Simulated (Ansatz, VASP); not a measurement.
Given: the input of a run of Ansatz 0.2.0 on Rh.

Contents of input.yaml:

```yaml
crystal:
  lattice:
    - [2.7271663779, 0.0, 0.0]
    - [-1.3635831889, 2.3617953636, 0.0]
    - [0.0, 0.0, 8.9138474877]
  atoms:
    - { symbol: Rh, position: [0.6666666667, 0.3333333333, 0.75] }
    - { symbol: Rh, position: [0.0, 0.0, 0.5] }
    - { symbol: Rh, position: [0.3333333333, 0.6666666667, 0.25] }
    - { symbol: Rh, position: [0.0, 0.0, 0.0] }
hamiltonian:
  xc: pbesol
  pseudopotentials: { kind: paw }
kpoints:
  mp_grid: { grid: [11, 11, 3] }
scf:
  occupations: { method: fermi_dirac, width: 0.05 }
output:
  forces: true
  stress: true
  eigenvalues: true
```

Potentials or basis: Ansatz PAW.

The run is started by

```console
$ ansatz run input.yaml --threads 1 --pin off --max-ram 3584MiB --backend cpu --events-out ev --progress --plain --runs-dir out
```

Q: Translate it to VASP 6.6.1. Potentials there: VASP PAW PBE potentials, release 64 (Rh_pv).

A: As run (the cutoff follows the program's own potentials):

INCAR

```
PREC = Accurate
ENCUT = 520
EDIFF = 1E-7
ISMEAR = -1
SIGMA = 0.05
LREAL = F
LASPH = T
NELM = 80
ALGO = Normal
ISIF = 2
LWAVE = F
LCHARG = F
GGA = PS
NBANDS = 38
```

Contents of KPOINTS:

```
regular mesh
0
Gamma
  11 11 3
```

Contents of POSCAR:

```
Rh
1.0
    2.7271663779      0.0000000000      0.0000000000
   -1.3635831889      2.3617953636      0.0000000000
    0.0000000000      0.0000000000      8.9138474877
Rh
4
Direct
    0.6666666667      0.3333333333      0.7500000000
    0.0000000000      0.0000000000      0.5000000000
    0.3333333333      0.6666666667      0.2500000000
    0.0000000000      0.0000000000      0.0000000000
```

Potentials or basis: VASP PAW PBE potentials, release 64 (Rh_pv).

Command:

```sh
$ cat potpaw_PBE.64/Rh_pv/POTCAR > POTCAR
$ mpirun -np 1 vasp_std > vasp.out
```

Both were run:

|  | VASP | Ansatz | Ansatz less VASP |
| --- | --- | --- | --- |
| gap on the k mesh at the Fermi level (eV) | none | none | - |
| pressure (GPa) | -15.0 | -14.9 | +0.05 |
| largest component of the traceless stress (GPa) | 1.03 | 1.03 | -0.001 |

A gap of «none» marks a metal or a gap that the smearing closes. With one functional, cell and mesh, what is left measures potentials, basis and numerics. The two sets of potentials don't hold the same shells in valence.

Caveats: the PAW data sets were made with another functional, which shifts forces and pressure a little (VASP); the PAW data sets come from PBE, with cores solved anew for the run's functional, which leaves a small shift of forces and pressure (Ansatz).
